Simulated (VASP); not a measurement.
Input of a VASP 6.6.1 run:

POSCAR

```
WC
1.0
    2.9161513407      0.0000000000      0.0000000000
   -1.4580756704      2.5254611423      0.0000000000
    0.0000000000      0.0000000000      2.8400539197
  W               C
     1     1
Direct
     0.0000000000000000    0.0000000000000000    0.0000000000000000
     0.6666666667000030    0.3333333332999970    0.5000000000000000
```

Contents of INCAR.step1:

```
  PREC = Accurate
  ENCUT = 600
  EDIFF = 1E-8
  ISMEAR = 1
  SIGMA = 0.1
  LREAL = F
  LASPH = T
  NELM = 80
  ALGO = Normal
  ISIF = 3
  LWAVE = F
  LCHARG = F
  METAGGA = R2SCAN
  LMIXTAU = T
  IBRION = 2
  NSW = 40
  EDIFFG = -0.002
```

INCAR.step2

```
  PREC = Accurate
  ENCUT = 600
  EDIFF = 1E-8
  ISMEAR = 1
  SIGMA = 0.1
  LREAL = F
  LASPH = T
  NELM = 80
  ALGO = Normal
  ISIF = 3
  LWAVE = F
  LCHARG = F
  METAGGA = R2SCAN
  LMIXTAU = T
  IBRION = 6
  NFREE = 2
  POTIM = 0.015
  NSW = 1
```

KPOINTS

```
regular mesh
0
Gamma
  15 15 13
```

Potentials or basis: VASP PAW PBE potentials, release 64 (W_sv, C).

The run is started by

```sh
$ cat potpaw_PBE.64/W_sv/POTCAR potpaw_PBE.64/C/POTCAR > POTCAR
$ cp INCAR.step1 INCAR
$ mpirun -np 1 vasp_std > vasp.out
$ cp CONTCAR POSCAR
$ cp INCAR.step2 INCAR
$ mpirun -np 1 vasp_std > vasp.out
```

Task: Estimate the Voigt bulk modulus.

Result: 405 GPa.

Task: Estimate the highest phonon frequency at Γ, LO-TO splitting left out.

Result: 618 cm⁻¹.

Clamped-ion elastic tensor (GPa):
```
736 243 172   0   0   0
243 736 172   0   0   0
172 172 999   0   0   0
  0   0   0 315   0   0
  0   0   0   0 315   0
  0   0   0   0   0 246
```

Caveat: the PAW data sets were made with another functional, which shifts forces and pressure a little. Spin-orbit coupling is left out, which matters for the levels of W.
